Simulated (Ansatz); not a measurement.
Crystal: TiCo3.

```
Co Ti
1.0
     3.57100    0.00000    0.00000
     0.00000    3.57100    0.00000
     0.00000    0.00000    3.57100
Co Ti
3 1
Direct
  0.50000 0.50000 0.00000
  0.50000 0.00000 0.50000
  0.00000 0.50000 0.50000
  0.00000 0.00000 0.00000
```

* Program: Ansatz 0.2.0
* Task: single point
* Functional: PBEsol
* Potentials or basis: all-electron LAPW, scalar-relativistic
* Cutoff: 298 eV (chosen from the basis error)
* Basis error allowed: 0.001 eV/atom
* k mesh: 8 × 8 × 8
* Occupations: fermi-dirac, width 0.05 eV
* Spin: collinear spin, ferromagnetic start
* Starting moments: [2.0, 2.0, 2.0, 1.0] μB

On this cell: pressure -3.9 GPa; largest force zero by symmetry; net moment 2.51 μB per cell; site moments Co +1.00; Ti -0.37 μB; band gap on the k mesh none (metal or under the smearing width).

The same run follows on a disturbed copy (atoms moved at random, drawn with an rms of 0.05 Å):

```xyz
4
Lattice="3.5710 0.0000 0.0000 0.0000 3.5710 0.0000 0.0000 0.0000 3.5710" Properties=species:S:1:pos:R:3 pbc="T T T"
Co    1.7620    1.8004   -0.0085
Co    1.8018   -0.0181    1.7947
Co   -0.0483    1.8016    1.8005
Ti   -0.0345    0.0331   -0.0401
```

**Question.** What changes?

**Answer.** The energy (extrapolated to zero smearing) moves by +8.4 meV/atom; pressure -3.5 GPa; largest force 0.591 eV/Å; net moment 2.50 μB per cell; site moments Co +1.00; Ti -0.35 μB; band gap on the k mesh none (metal or under the smearing width).

Forces on the atoms (eV/Å):
```
Co  -0.107 -0.026  0.150
Co  -0.476  0.207 -0.283
Co   0.294 -0.039 -0.336
Ti   0.289 -0.142  0.469
```

Stress tensor (GPa, compression positive):
```
-3.48 -0.16  0.09
-0.16 -3.42 -0.07
 0.09 -0.07 -3.49
```

Caveats: the starting moments weren't kept.

The runs don't all hold the same shells in valence.
